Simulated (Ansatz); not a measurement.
A run of Ansatz 0.2.0:

input.yaml

```yaml
crystal:
  lattice:
    - [3.260325, -0.018716, 0.016147]
    - [-1.646371, 2.892036, -0.005952]
    - [0.025732, 0.003903, 5.320769]
  atoms:
    - { symbol: Sc, position: [0.6666666667, 0.3333333333, 0.75] }
    - { symbol: Sc, position: [0.3333333333, 0.6666666667, 0.25] }
hamiltonian:
  xc: lda
  pseudopotentials: { kind: paw, accuracy: standard }
kpoints:
  mp_grid: { grid: [7, 7, 4] }
scf:
  occupations: { method: fermi_dirac, width: 0.05 }
output:
  forces: true
  stress: true
  eigenvalues: true
```

Potentials or basis: JTH PAW LDA.

Run with:

```console
$ ansatz run input.yaml --threads 1 --pin off --max-ram 2560MiB --backend cpu --events-out ev --progress --plain --runs-dir out
```

Hardware: 1 thread of Arm Neoverse V1, on a shared host.

Question: How long does it take, and how much memory?

Answer: Run time: 16 s on 1 thread of Arm Neoverse V1 (shared host), peak memory 0.61 GiB. Counts: scf iterations 6, plane waves 5623, k points 99, bands 15.
